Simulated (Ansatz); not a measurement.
An elastic constant from a strain scan in ZnS

Theory: DFT r2SCAN, scalar-relativistic, plane waves, PAW (Ansatz). Settings: plane waves to 500 eV, k-mesh 8×8×8 (Γ-centred), Gaussian smearing 0.05 eV. No spin polarisation. Energies are free energies at this smearing, counted from the undisturbed cell; pressure is positive in compression.

The starting cell (as given, not relaxed at this level; it stands at -0.9 GPa):

```xyz
2
Lattice="0.0000 2.7046 2.7046 2.7046 0.0000 2.7046 2.7046 2.7046 0.0000" Properties=species:S:1:pos:R:3 pbc="T T T"
Zn    0.0000    0.0000    0.0000
S     4.0570    4.0570    4.0570
```

The cell is strained by ε times the Voigt pattern (1, -1, 0, 0, 0, 0) (xx, yy, zz, yz, xz, xy; engineering shear) with fractional coordinates fixed. The cell holds 2 atoms in V0 = 39.57 Å³. The stress column is τ = (1/V0) dE/dε, got from the stress tensor σ (compression positive) at each point as −det(1 + εP) σ : P(1 + εP)⁻¹, with P the pattern as a tensor.

```csv
ε,ΔE (meV/atom),τ (GPa)
-0.0350,6.477,-2.999
-0.0300,4.759,-2.570
-0.0250,3.305,-2.141
-0.0200,2.114,-1.713
-0.0150,1.190,-1.285
-0.0100,0.529,-0.856
-0.0050,0.132,-0.428
0.0000,0.000,0.000
0.0050,0.132,0.428
0.0100,0.529,0.856
0.0150,1.190,1.285
0.0200,2.114,1.713
0.0250,3.305,2.141
0.0300,4.759,2.570
0.0350,6.477,2.999
0.0400,?,?
```

**Question.** Which combination of elastic constants does this scan measure, and how large is it?

**Answer.** For small ε, τ = τ0 + Kε with K = pᵀCp, which for this pattern is 2(C11 − C12) in the cubic axes. The parabola through τ at ε = -0.0050, 0 and 0.0050 has slope K = 86 GPa at zero. The energies per cell, E = NΔE, of the same two points give K = 2[E(ε₊)/ε₊ − E(ε₋)/ε₋]/[(ε₊ − ε₋)V0] = 85 GPa, in agreement.

**Question.** Predict the withheld row at ε = 0.0400 from the harmonic law, and compare.

**Answer.** ΔE = V0(τ0 ε + Kε²/2)/N = 8.460 meV/atom and τ = 3.43 GPa. The calculation gives 8.463 meV/atom and 3.43 GPa, a miss of 0.01 meV/atom at most, so the harmonic law still holds here.